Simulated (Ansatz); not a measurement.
Crystal: Cd.

```
Cd
1.0
     1.60803    0.92840    2.44929
    -1.60803    0.92840    2.44929
     0.00000   -1.85679    2.44929
Cd
1
Cartesian
  0.0000 0.0000 0.0000
```

This isn't the form of Cd at room conditions, which is hcp.

* Program: Ansatz 0.2.0
* Task: relaxation of cell and atoms
* Functional: r2SCAN
* Dispersion: D4
* Potentials or basis: all-electron PAW datasets made for the crystal
* k mesh: 10 × 10 × 10
* Occupations: cold, width 0.001 eV
* Spin: collinear spin, random start
* Starting moments: [0.01] μB

At the start: volume 21.94 Å³/atom.

Problem. Where does the relaxation end?

Solution. Over 5 steps the energy falls by 2.4 meV/atom and the volume is 21.44 Å³/atom (-2.3 %); space group R-3m (No. 166, to 0.05 Å); moment 0.00 μB per cell.

Step by step:
```tsv
step	energy change (eV)	largest force (eV/Å)	volume (Å³)
1	0.0000	0.0000	21.94
2	-0.0024	0.0000	21.39
3	-0.0025	0.0000	21.42
4	-0.0025	0.0000	21.44
5	-0.0024	0.0000	21.44
```

Final structure:
```
Cd
1.0
     1.60148    0.92462    2.41329
    -1.60148    0.92462    2.41329
     0.00000   -1.84924    2.41329
Cd
1
Direct
  0.00000 0.00000 0.00000
```
